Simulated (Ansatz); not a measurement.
# TaN: the cost of one run

Computed with Ansatz 0.2.0 (DFT r2SCAN, scalar-relativistic, plane waves, PAW, unless a step's input says otherwise).

7 further runs of the same task are left out: 2 that didn't finish, 5 set aside as unsound or not needed.

### Step 1. Starting point

It takes space group Fm-3m (No. 225, cubic). Conventional cell: a = 4.397 Å, b = 4.397 Å, c = 4.397 Å, α = 90.00°, β = 90.00°, γ = 90.00°. Ta (site symmetry m-3m) has 6 N at 2.20 Å in its first shell of neighbours. N (site symmetry m-3m) is surrounded by 6 Ta at 2.20 Å.

As a file:

```
CELL_PARAMETERS angstrom
0.00000 2.19827 2.19827
2.19827 0.00000 2.19827
2.19827 2.19827 0.00000
ATOMIC_POSITIONS crystal
Ta 0.50000 0.50000 0.50000
N 0.00000 0.00000 0.00000
```

This cell was relaxed beforehand with the same method: volume 10.62 Å³/atom, gap on the mesh none (metal).

### Step 2. The film's bulk: TaC

Relaxed beforehand at this level: -5098.6844 eV/atom, gap on the mesh none (metal).

```xyz
2
Lattice="0.0000 -2.2310 -2.2310 2.2310 0.0000 -2.2310 2.2310 -2.2310 0.0000" Properties=species:S:1:pos:R:3 pbc="T T T"
Ta    2.2310   -2.2310   -2.2310
C     0.0000    0.0000    0.0000
```

### Step 3. Bulk reference on the slab's mesh

The input, input.yaml:

```yaml
crystal:
  lattice:
    - [3.1088180366, 0.0, 0.0]
    - [-1.5544090183, 2.6923153955, 0.0]
    - [1.5544090183, 0.8974384652, 2.5383392976]
  atoms:
    - { symbol: Ta, position: [0.0, 0.5, 0.5] }
    - { symbol: "N", position: [0.0, 0.0, 0.0] }
basis:
  ecutwfc: 500
kpoints:
  mp_grid: { grid: [12, 12, 14] }
hamiltonian:
  xc: r2scan
scf:
  occupations: { method: gaussian, width: 0.1 }
output:
  forces: true
  stress: true
  eigenvalues: true
```

On the command line:

```console
ansatz run input.yaml --threads 2 --pin off --max-ram 5120MiB --backend cpu --events-out ev --progress --plain --runs-dir out
```

What time and memory should one allow on 2 threads of Arm Neoverse V1, shared host?

About 15 s, with a peak of 0.55 GiB.
